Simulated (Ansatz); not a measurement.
Take LiI in the rock salt structure (space group Fm-3m, No. 225; a = 6.0182 Å) as the base.

One thing is altered: the cell is scaled by 1.0494 in all directions; the atoms relax in the strained cell.

Method: r2SCAN, PAW, 500 eV (Ansatz, a program for electronic structure; without spin-orbit coupling).

Base, band edges from the VBM (valence, conduction): X -1.22, 5.00; W -1.28, 6.76; L -0.30, 5.29; Γ -0.01, 5.13; K -0.93, 5.52; U -0.93, 5.52 eV.

Problem. Give the band edges at the high-symmetry points of the new zone, measured from its valence-band maximum.

Solution. 
```csv
point,valence edge (eV),conduction edge (eV)
Γ,0.00,4.57
X,-0.93,4.97
U,-0.71,5.53
K,-0.71,5.53
L,-0.23,5.28
W,-0.99,6.44
```

The gap is 4.57 eV, direct at Γ.

Spin-orbit coupling, missing from the scalar runs, can matter with I. Stability against distortions was not tested.
